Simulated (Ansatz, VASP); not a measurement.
**CaSe in VASP and in Ansatz**

```
CELL_PARAMETERS angstrom
0.00000 3.30000 2.92875
3.30000 0.00000 2.92875
3.30000 3.30000 0.00000
ATOMIC_POSITIONS crystal
Ca 0.00000 0.00000 0.00000
Se 0.75000 0.75000 0.75000
```

Change from the starting cell: strain -0.1125 x Voigt [0, 0, 1, 0, 0, 0], atoms carried along.

Alike in both runs: task single point; functional PBEsol; k mesh 6 × 6 × 6; occupations gaussian, width 0.05 eV; no spin polarisation.

|  | VASP | Ansatz |
| --- | --- | --- |
| version | VASP 6.6.1 | Ansatz 0.2.0 |
| potentials or method | VASP PAW PBE potentials, release 64 (Ca_sv, Se) | scalar-relativistic, plane waves, PAW |
| plane-wave cutoff (eV) | 520 | 420 |
| valence electrons in the cell | 16 | 26 |

Ansatz gave:

```
gap on the k mesh at the Fermi level (eV)       : 3.20
least direct gap on the mesh (eV)               : 3.28
pressure (GPa)                                  : 2.6
largest component of the traceless stress (GPa) : 0.41
```

Q: What did VASP give for the same quantities?

A: gap on the k mesh at the Fermi level (eV): 3.20; least direct gap on the mesh (eV): 3.27; pressure (GPa): 2.8; largest component of the traceless stress (GPa): 0.43.

The two sets of potentials don't hold the same shells in valence.

Caveats: the PAW data sets were made with another functional, which shifts forces and pressure a little (VASP). A k mesh can miss the band edges.
